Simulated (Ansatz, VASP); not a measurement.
# Cross-check of Mo between VASP and Ansatz

One calculation is typed for both programs; each brings its own data sets and cutoff. How far apart do they land? The cell is taken from a series of VASP runs on this material, whose earlier steps may have relaxed, scaled or displaced it; both programs get it as it stands.

Program: Ansatz 0.2.0. Level of theory: plane waves, with VASP 6.6.1 beside it; band structure at PBE. Results are calculated unless marked as measured.

## Step 1: Set-up

The structure is triclinic, space group P-1 (No. 2). Conventional cell: a = 2.703 Å, b = 2.705 Å, c = 2.738 Å, α = 109.28°, β = 107.79°, γ = 110.42°. Nearest to Mo lie 8 Mo at 2.70 to 2.76 Å.

## Step 2: Ansatz: band structure, PBE

Ansatz runs on its default PAW (the set named soft_2) files.

With cell and atoms fixed, the geometry can't cause a difference; cores, projectors, grids and the points listed under the comparison can.

input.yaml reads:

```yaml
crystal:
  lattice:
    - [-1.55149, 1.598652, 1.625771]
    - [1.543896, -1.560981, 1.580505]
    - [1.54191, 1.551401, -1.5881]
  atoms:
    - { symbol: Mo, position: [0.0, 0.0, 0.0] }
hamiltonian:
  xc: pbe
  pseudopotentials: { kind: paw }
kpoints:
  mp_grid: { grid: [17, 17, 17] }
  band_path:
    path:
      - [0.5, 0.0, -0.5]
      - [0.4, 0.0, -0.4]
      - [0.26667, 0.0, -0.26667]
      - [0.13333, 0.0, -0.13333]
      - [0.0, 0.0, 0.0]
      - [-0.1, 0.0, 0.0]
      - [-0.2, 0.0, 0.0]
      - [-0.33333, 0.0, 0.0]
      - [-0.46667, 0.0, 0.0]
      - [0.0, 0.0, -0.43333]
      - [0.0, 0.0, -0.3]
      - [0.0, 0.0, -0.16667]
      - [0.0, 0.0, -0.06667]
      - [0.0, 0.03333, 0.0]
      - [0.0, 0.16667, 0.0]
      - [0.0, 0.3, 0.0]
      - [0.0, 0.43333, 0.0]
      - [0.46667, 0.46667, -0.46667]
      - [0.36667, 0.36667, -0.36667]
      - [0.23333, 0.23333, -0.23333]
      - [0.1, 0.1, -0.1]
      - [0.0, 0.0, 0.0]
      - [-0.13333, 0.13333, 0.0]
      - [-0.26667, 0.26667, 0.0]
      - [-0.36667, 0.36667, 0.0]
      - [-0.5, 0.5, 0.0]
      - [0.0, 0.4, -0.4]
      - [0.0, 0.26667, -0.26667]
      - [0.0, 0.13333, -0.13333]
      - [0.0, 0.0, 0.0]
    npoints: 1
scf:
  occupations: { method: fermi_dirac, width: 0.05 }
  n_extra_bands: 6
output:
  forces: true
  stress: true
  eigenvalues: true
```

Command:

```console
> ansatz run input.yaml --threads 2 --pin off --max-ram 4608MiB --backend cpu --events-out ev --progress --plain --runs-dir out
```

Numbers of over 12 decimals in the logs are rounded to 6 here.

Output:

```text
scf.n_extra_bands = 6 over 7 filled bands (N_el = 14.0): the run solves 13 bands
Engine: ansatz 0.2.0, aarch64-unknown-linux-gnu
Pseudopotentials: kind: paw
Pseudopotential: Mo, paw, valence charge 14, recommended cutoff 420 eV (normal), Mo.paw.azcp
Functional definition: PBE
  parameter kappa = 0.804
  parameter beta = 0.066725
  exchange = pbe_x(kappa = kappa, mu = beta*pi^2/3)
  correlation = pbe_c(beta = beta)
Crystal: 1 atoms, lattice volume = 15.581 Å³
Basis set: ecut = 420 eV, 321 PW (Γ), exchange–correlation on 40×40×40 points (8 copies of the dense FFT grid, shifted against one another)
Bands: 13, of which v1, the nominal top of the filled ones, is band 7 counted from 1 (6 counted from 0)
Symmetry: 2 space group operations
Space group: P-1 (ITA 2), of the structure as read, at distance tolerance 2.5e-5 Å
k-points: 2457 of 4913
Non-local potential: Mo, projectors of the file, l = 0: 3, l = 1: 2, l = 2: 2, l = 3: 1
PAW form: soft (Blöchl's): semilocal exchange-correlation on the pseudo side does not see the compensation charge
PAW one-centre angular grid: Mo, 590 points (default); XC on 64 Gauss nodes
Initial density: superposition of atomic densities (neutral atoms: chi_scale 0, normalization atom), corrected by the library's trained network
Initial wavefunctions: pseudopotential atomic-orbital guess
Functional: x = pbe(κ = 0.804, μ = 0.219515), c = pbe(β = 0.066725)
SCF iter   1: F=—  HF=-4956.008746 eV  |F-HF|=—  |Δ(HF+E_count)|=         —  Δρ=3.35e-3  dr2=8.59e-4  ethr=1.77e-3  ⟨swp⟩=5.2  Hψ=182322  notcnv=0
preconditioner: auto → none  [metal: Δε(μ)=0.006 eV  Ē_g=11.801 eV  σ=0.050 eV  W_gap=0.03  n_scr=0 (ndim 8)  ℏωp=23.0 eV  f_vac=0.000  D(μ)=0.53/eV (n_scr^D=0)]
SCF iter   2: F=—  HF=-4956.008591 eV  |F-HF|=—  |Δ(HF+E_count)|=   1.56e-4  Δρ=1.63e-3  dr2=1.56e-4  ethr=6.14e-6  ⟨swp⟩=2.0  Hψ=58070  notcnv=0  defer=329
SCF iter   3: F=—  HF=-4956.008597 eV  |F-HF|=—  |Δ(HF+E_count)|=   6.11e-6  Δρ=2.57e-4  dr2=6.46e-6  ethr=1.12e-6  ⟨swp⟩=1.0  Hψ=30013  notcnv=0  defer=329
SCF iter   4: F=—  HF=-4956.008596 eV  |F-HF|=—  |Δ(HF+E_count)|=   7.21e-7  Δρ=5.03e-5  dr2=1.45e-7  ethr=4.61e-8  ⟨swp⟩=2.7  Hψ=45554  notcnv=0  defer=329
iter 5 did not close the SCF: its close was put off for the readings that it lacked (scf_convergence_deferred on its scf_iter line)
SCF iter   5: F=-4956.008596 eV  HF=-4956.008596 eV  |F-HF|=1.53e-9  |Δ(HF+E_count)|=   1.24e-8  Δρ=9.82e-6  dr2=6.14e-9  ethr=1.04e-9  ⟨swp⟩=1.9  Hψ=38423  notcnv=0  defer=329
SCF iter   6: F=-4956.008596 eV  HF=-4956.008596 eV  |F-HF|=9.09e-13  |Δ(HF+E_count)|=   3.04e-9  Δρ=1.54e-6  dr2=1.04e-10  ethr=4.38e-11  ⟨swp⟩=4.4  Hψ=119164  notcnv=0
SCF 1 converged in 6 iterations: F = -4956.008596 eV  dr2 = 1.04e-10
  greatest PAW one-centre occupation: 0.998 electrons in one spin orbital (limit 2), on the Mo atom at site 0 (counted from 0), in its partial waves of l = 0
NSCF: frozen V_eff on 30 k-points
SCF converged after 6 iterations
Free energy (F): -4956.008596 eV
Harris-Foulkes:  -4956.008596 eV  (|F-HF|=9.09e-13)
Internal energy: -4956.004019 eV  (E = F + TS)
E sigma→0 (E₀):  -4956.006308 eV
Entropy (-TS):   -0.004577 eV (-4.577 meV/atom)
Fermi energy:    21.219547 eV
--- Per-component energies (eV) ---
  E_band       = -53.823852
  E_kinetic    = 441.221367
  E_local      = -781.692553  (includes V_loc(G=0)·N_el)
  E_nonlocal   = 142.619544
  E_hartree    = 258.613262
  E_xc         = -183.693125
  E_vxc        = -229.285726  (∫ρ·V_xc dr)
  E_paw        = -3201.237532  (= ΣΔE_a)
  E_vpaw       = -143.913194  (= ΣTr[D̂ρ^β])
  E_aug_tail   = 0.000043  (compensation charges beyond the density's cutoff)
  E_ewald      = -1631.835026
  E_smearing   = -0.004577  (= −TS)
  E_closure    = 0.000000  (closes the sum)
  Σ components = -4956.008596   (vs F -4956.008596, Δ=0.00e0)
--- Forces (eV/Å), atoms counted from 1 ---
  atom   1  Mo     0.00000000     0.00000000     0.00000000
  max |Σ_I F_I| component: 0.00e0 eV/Å
--- Stress (GPa, compression-positive) ---
       10.293849       0.604730       0.461226
        0.604730       3.342393      -2.700645
        0.461226      -2.700645      -2.024506
  P = ⅓ Tr σ = 3.8706 GPa (38.706 kbar)
--- Band table (eV; the first three rows and the last of 2457) ---
  k-point 0: bands = [... 3 lower, -13.3222, 13.9483, 19.5688, 19.7236, 20.1574, 22.6065, 23.0867, 35.4606, ... 2 higher]
  k-point 1: bands = [... 3 lower, -13.3356, 14.1063, 19.5723, 19.7754, 20.1361, 22.6042, 22.9613, 35.7220, ... 2 higher]
  k-point 2: bands = [... 3 lower, -13.3491, 14.5543, 19.3639, 19.9223, 20.2909, 22.5480, 22.7668, 36.3190, ... 2 higher]
  k-point 2456: bands = [... 3 lower, -13.3741, 16.3064, 18.0184, 20.9660, 22.7506, 23.4889, 25.9612, 33.0668, ... 2 higher]
```

Run time: 27 s. Hardware: 2 threads of Arm Neoverse N1, shared host; peak memory 0.72 GiB; 53 s of CPU time.

## Step 3: VASP: band structure, PBE

The same cell, functional, mesh and smearing now go to VASP, with its own data sets and cutoff.

Lines of VASP's logs that name or quote its potential files are left out, and so is its time.

INCAR reads:

```
SYSTEM = Mo
PREC = Accurate
ENCUT = 400
EDIFF = 1E-06
NELM = 100
ISMEAR = -1
SIGMA = 0.05
LREAL = .FALSE.
ALGO = Normal
GGA = PE
NBANDS = 18
LASPH = .TRUE.
LORBIT = 11
LWAVE = .FALSE.
LCHARG = .FALSE.
KPAR = 2
```

POSCAR reads:

```
Mo
1.0
   -1.5514900000      1.5986520000      1.6257710000
    1.5438960000     -1.5609810000      1.5805050000
    1.5419100000      1.5514010000     -1.5881000000
Mo
1
Direct
    0.0000000000      0.0000000000      0.0000000000
```

KPOINTS reads:

```
Automatic mesh
0
Gamma
17 17 17
0 0 0
```

KPOINTS_OPT reads:

```
Line mode
16
Line-mode
Reciprocal
  0.50000000   0.00000000  -0.50000000 X
  0.00000000   0.00000000   0.00000000 GAMMA

  0.00000000   0.00000000   0.00000000 GAMMA
 -0.50000000   0.00000000   0.00000000 Y

  0.00000000   0.00000000  -0.50000000 L
  0.00000000   0.00000000   0.00000000 GAMMA

  0.00000000   0.00000000   0.00000000 GAMMA
  0.00000000   0.50000000   0.00000000 Z

  0.50000000   0.50000000  -0.50000000 N
  0.00000000   0.00000000   0.00000000 GAMMA

  0.00000000   0.00000000   0.00000000 GAMMA
 -0.50000000   0.50000000   0.00000000 M

  0.00000000   0.50000000  -0.50000000 R
  0.00000000   0.00000000   0.00000000 GAMMA
```

PAW data sets: Mo_sv (PBE family, release 64).

Command:

```console
> mpirun -np 2 vasp_std
```

Output:

```text
[banner, memory and clock lines left out]
running    2 mpi-ranks, on    1 nodes
 distrk:  each k-point on    1 cores,    2 groups
 distr:  one band on    1 cores,    1 groups

 POSCAR found type information on POSCAR Mo
 POSCAR found :  1 types and       1 ions
 LDA part: xc-table for (Slater+PW92), standard interpolation
 POSCAR, INCAR and KPOINTS ok, starting setup
 FFT: planning ... GRIDC
 FFT: planning ... GRID_SOFT
 FFT: planning ... GRID
 WAVECAR not read
 entering main loop
       N       E                     dE             d eps       ncg     rms          rms(c)
DAV:   1     0.844171836380E+02    0.84417E+02   -0.63240E+03 91172   0.660E+02
DAV:   2    -0.103811284722E+02   -0.94798E+02   -0.90756E+02100504   0.226E+02
DAV:   3    -0.115714749932E+02   -0.11903E+01   -0.11858E+01101878   0.252E+01
DAV:   4    -0.115738692383E+02   -0.23942E-02   -0.23941E-02 99660   0.130E+00
DAV:   5    -0.115738783648E+02   -0.91264E-05   -0.91247E-05 98608   0.729E-02    0.148E+01
DAV:   6    -0.110045622150E+02    0.56932E+00   -0.41022E-01 91968   0.742E+00    0.412E+00
DAV:   7    -0.109233970552E+02    0.81165E-01   -0.81321E-02 95864   0.327E+00    0.945E-01
DAV:   8    -0.109194504609E+02    0.39466E-02   -0.40006E-03 94948   0.579E-01    0.178E-01
DAV:   9    -0.109194983689E+02   -0.47908E-04   -0.80645E-05107432   0.838E-02    0.800E-02
DAV:  10    -0.109195058912E+02   -0.75223E-05   -0.12996E-05 96522   0.345E-02    0.363E-03
DAV:  11    -0.109195062760E+02   -0.38484E-06   -0.13269E-07 54732   0.327E-03
   1 F= -.10919506E+02 E0= -.10917212E+02  d E =-.458883E-02
 Start KPOINTS_OPT (optional k-point list driver)
k-point batch [1-112\112]
       N       E                     dE             ncg
DAV:   1     0.276723728923E+05   -0.41723E+05     4128
DAV:   2     0.168403124387E+05   -0.10832E+05     4562
DAV:   3     0.167028491369E+05   -0.13746E+03     4576
DAV:   4     0.167025467193E+05   -0.30242E+00     4466
DAV:   5     0.167025454135E+05   -0.13058E-02     4484
DAV:   6     0.167025454032E+05   -0.10312E-04     4478
DAV:   7     0.167025454030E+05   -0.18449E-06     3534
```

Parts of OUTCAR (step 3):

```text
ion  position               nearest neighbor table
   1  0.000  0.000  0.000-

  LATTYP: Found a triclinic cell.
 ALAT       =     2.7052305995
 B/A-ratio  =     1.6351401874
 C/A-ratio  =     0.9991880393
 COS(alpha) =     0.0047809432
 COS(beta)  =     0.3488845057
 COS(gamma) =     0.8055502654

 Subroutine GETGRP returns: Found  2 space group operations
 (whereof  2 operations were pure point group operations)

The static configuration has the point symmetry S_2 .

 Found   2457 irreducible k-points:

   k-points           NKPTS =   2457   k-points in BZ     NKDIM =   2457   number of bands    NBANDS=     18

   dimension x,y,z NGX =    18 NGY =   18 NGZ =   18
   dimension x,y,z NGXF=    36 NGYF=   36 NGZF=   36

   ENCUT  =  400.0 eV  29.40 Ry    5.42 a.u.   4.50  4.41  4.41*2*pi/ulx,y,z

   NELECT =      14.0000    total number of electrons

 k-points in reciprocal lattice and weights: Automatic mesh
   0.00000000  0.00000000  0.00000000       0.000
   0.05882353  0.00000000 -0.00000000       0.000
   0.11764706 -0.00000000  0.00000000       0.000
   0.17647059 -0.00000000 -0.00000000       0.000
   0.23529412 -0.00000000  0.00000000       0.000
   0.29411765  0.00000000  0.00000000       0.000
   0.35294118 -0.00000000  0.00000000       0.000
   0.41176471 -0.00000000  0.00000000       0.000
   0.47058824 -0.00000000  0.00000000       0.000
[...]
-0.11764706 -0.05882353  0.47058824       0.000
  -0.05882353 -0.05882353  0.47058824       0.000

 average (electrostatic) potential at core
       1 -69.1313

 E-fermi :  12.6819

 k-point     1 :       0.0000    0.0000    0.0000
  band No.  band energies     occupation
    ...
      4     -21.8640      2.00000
      5       5.4013      2.00000
      6      11.0301      2.00000
      7      11.1859      2.00000
      8      11.6198      2.00000
      9      14.0716      0.00000
     10      14.5515      0.00000
     11      27.0516      0.00000
     12      27.5516      0.00000
     13      27.9019      0.00000
    ...

 k-point     2 :       0.0588    0.0000   -0.0000
  band No.  band energies     occupation
    ...
      4     -21.8638      2.00000
      5       5.5488      2.00000
      6      11.0121      2.00000
      7      11.1193      2.00000
      8      11.7447      2.00000
      9      13.9774      0.00000
     10      14.5444      0.00000
     11      27.3156      0.00000
     12      27.6747      0.00000
     13      28.1405      0.00000
    ...

 k-point     3 :       0.1176   -0.0000    0.0000
  band No.  band energies     occupation
    ...
      4     -21.8640      2.00000
      5       5.9670      2.00000
      6      10.9155      2.00000
      7      10.9490      2.00000
      8      12.1323      1.99997
      9      13.7741      0.00000
     10      14.5388      0.00000
     11      27.7778      0.00000
     12      28.1294      0.00000
     13      28.8418      0.00000
    ...

  Total        0.9600332      0.2850296     -0.2369171      0.0588734     -0.2626479      0.0451686
  in kB       98.7204226     29.3096555    -24.3622416      6.0539696    -27.0081448      4.6446959
  external PRESSURE =      34.5559455 kB  Pullay stress =       0.0000000 kB

  energy-cutoff  :      400.00
  volume of cell :       15.58
      direct lattice vectors                 reciprocal lattice vectors
    -1.551490000  1.598652000  1.625771000     0.001732702  0.313774459  0.308205831
     1.543896000 -1.560981000  1.580505000     0.324825514 -0.002751546  0.312689980
     1.541910000  1.551401000 -1.588100000     0.325045857  0.318479053 -0.002971992

 POSITION                                       TOTAL-FORCE (eV/Angst)
 -----------------------------------------------------------------------------------
      0.00000      0.00000      0.00000         0.000000      0.000000     -0.000000
 -----------------------------------------------------------------------------------
    total drift:                                0.000000      0.000000      0.000000

  FREE ENERGIE OF THE ION-ELECTRON SYSTEM (eV)
  ---------------------------------------------------
  free  energy   TOTEN  =       -10.9195062760 eV

  energy  without entropy=      -10.9149174502  energy(sigma->0) =      -10.91721186

 total charge
# of ion       s       p       d       tot
------------------------------------------
    1        2.384   6.209   3.916  12.509

[... 3 further parts left out ...]
```

Spin-orbit coupling is off here; it would split degenerate levels. The path and its labels are those of the sheared lattice, so a letter need not mean the same point as in the unstrained cell.

## Step 4: Differences

Known differences besides the potentials themselves: the cutoff is 420 eV in Ansatz and 400 eV in VASP. Total energies have different zeros and are not compared.

The two programs side by side:

```csv
quantity,Ansatz,VASP,difference
pressure (GPa),3.87,3.46,+0.41
```

Levels from 3 eV below to 2 eV above the Fermi level differ by 2 meV r.m.s. and 7 meV at most; each VASP level is matched to the nearest of Ansatz, which flatters the figure a little.

## Step 5: What came out

| Item | Value |
| --- | --- |
| r.m.s. difference of levels near the Fermi level (band structure, PBE) | 2.2 meV |

What this shows: The r.m.s. difference of levels near the Fermi level is 2.2 meV (band structure, PBE), within the 80 meV picked in this series as the mark of a large difference. How closely two codes agree says nothing of how well the functional describes the real material.

[Lines on the potential files, build, host, timing and source positions are cut from VASP's logs without a mark.]

[Logs are printed without paths, hosts, clocks, repeated set-up lines and the standing remarks that a program may print on its own settings, such as how far it seeks lower states.]

[Hosts, paths, dates, database ids (printed as entryN), source tags and the programs' standing remarks are cut or masked in the printed files.]
